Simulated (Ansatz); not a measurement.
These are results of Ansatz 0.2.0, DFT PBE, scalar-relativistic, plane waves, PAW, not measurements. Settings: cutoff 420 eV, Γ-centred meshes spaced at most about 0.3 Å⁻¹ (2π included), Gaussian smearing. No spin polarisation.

Temperature and zero-point effects are left out.

Compare these two cells of BaZr2O5, each relaxed at this level.

A.

```yaml
crystal:
  lattice:
    - [3.97506, 0.00000, 0.00000]
    - [0.00000, 3.97506, 0.00000]
    - [0.00000, 0.00000, 8.96221]
  atoms:
    - { symbol: Ba, position: [0.00000, 0.00000, 0.00000] }
    - { symbol: Zr, position: [0.50000, 0.50000, 0.28145] }
    - { symbol: Zr, position: [0.50000, 0.50000, 0.71855] }
    - { symbol: O, position: [0.00000, 0.50000, 0.20579] }
    - { symbol: O, position: [0.50000, 0.00000, 0.20579] }
    - { symbol: O, position: [0.00000, 0.50000, 0.79421] }
    - { symbol: O, position: [0.50000, 0.00000, 0.79421] }
    - { symbol: O, position: [0.50000, 0.50000, 0.50000] }
```

B.

```yaml
crystal:
  lattice:
    - [2.10886, -6.72876, 0.00000]
    - [2.10886, 6.72876, 0.00000]
    - [0.00000, 0.00000, 4.12713]
  atoms:
    - { symbol: Ba, position: [0.50000, 0.50000, 0.50000] }
    - { symbol: Zr, position: [0.15711, 0.84289, 0.00000] }
    - { symbol: Zr, position: [0.84289, 0.15711, 0.00000] }
    - { symbol: O, position: [0.00000, 0.00000, 0.00000] }
    - { symbol: O, position: [0.13820, 0.86180, 0.50000] }
    - { symbol: O, position: [0.86180, 0.13820, 0.50000] }
    - { symbol: O, position: [0.67888, 0.32111, 0.00000] }
    - { symbol: O, position: [0.32111, 0.67888, 0.00000] }
```

Problem. Which is lower in energy, and by how much?

Solution. B is lower, by 68 meV/atom. A has space group P4/mmm (No. 123), 17.7 Å³/atom and a gap of 1.68 eV on its mesh; B has space group Cmmm (No. 65), 14.6 Å³/atom and a gap of 2.80 eV. Counting O atoms around Ba and Zr (those within 1.25 times the shortest such distance or 1.15 times the sum of covalent radii, 1.27 where that leaves under three), A has Ba 8, Zr 5 and B has Ba 12, Zr 6. The denser one is the lower, and pressure would at first widen the difference. Both come from invented guesses. The lowest form computed isn't among them: it has space group I4_1/amd (No. 141), 14.7 Å³/atom and lies 15 meV/atom below the best shown.

Kohn–Sham gaps at this level usually fall short of measured ones. Cells relaxed within their symmetry can be saddle points. Some candidate types were left out of the draw beforehand, so a known form may be missing.
